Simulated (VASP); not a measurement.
Write the native input for VASP 6.6.1 that does the following.

| Property | Result |
| --- | --- |
| Task | relaxation of cell and atoms |
| Functional | r2SCAN |
| Potentials or basis | VASP PAW PBE potentials, release 64 (Cu) |
| Cutoff | 600 eV |
| k mesh | 18 × 18 × 18 |
| Occupations | methfessel-paxton, width 0.1 eV |
| Spin | no spin polarisation |
| Further INCAR settings | ALGO = Normal; EDIFF = 1e-06; IBRION = 2; EDIFFG = -0.01; NSW = 90; ISIF = 3 |

The structure of Cu lies in POSCAR:

```
Cu
1.0
    0.0000000000      1.8075000000      1.8075000000
    1.8075000000      0.0000000000      1.8075000000
    1.8075000000      1.8075000000      0.0000000000
Cu
1
Direct
    0.0000000000      0.0000000000      0.0000000000
```

The input as run:

INCAR

```
PREC = Accurate ; ENCUT = 600
EDIFF = 1E-6 ; ISMEAR = 1
SIGMA = 0.1 ; LREAL = False
LASPH = True ; NELM = 80
ALGO = Normal ; ISIF = 3
LWAVE = False ; LCHARG = False
METAGGA = R2SCAN ; LMIXTAU = True
IBRION = 2 ; NSW = 90
EDIFFG = -0.01
```

KPOINTS

```
Automatic mesh
0
Gamma
  18 18 18
```

Potentials or basis: VASP PAW PBE potentials, release 64 (Cu).

Command:

```console
$ cat potpaw_PBE.64/Cu/POTCAR > POTCAR
$ mpirun -np 1 vasp_std > vasp.out
```

It gave:

```yaml
Relaxed_volume: 11.50 Å³/atom
Relaxed_cell: a = 2.533 Å, b = 2.533 Å, c = 2.533 Å, α = 60.00°, β = 60.00°, γ = 60.00°
Space_group_after_relaxing_to_0.05_Å: Fm-3m (No. 225)
Energy_gained_by_relaxing: 4.0 meV/atom
Ionic_steps: 3
Pressure_after_relaxing: -0.1 GPa
Band_gap_on_the_k_mesh: none (metal or under the smearing width)
```

Caveat: the PAW data sets were made with another functional, which shifts forces and pressure a little.

Wall time 2.6 min on 1 thread of Intel(R) Xeon(R) Platinum 8488C (Sapphire Rapids), with other jobs on the host, peak memory 0.15 GiB.
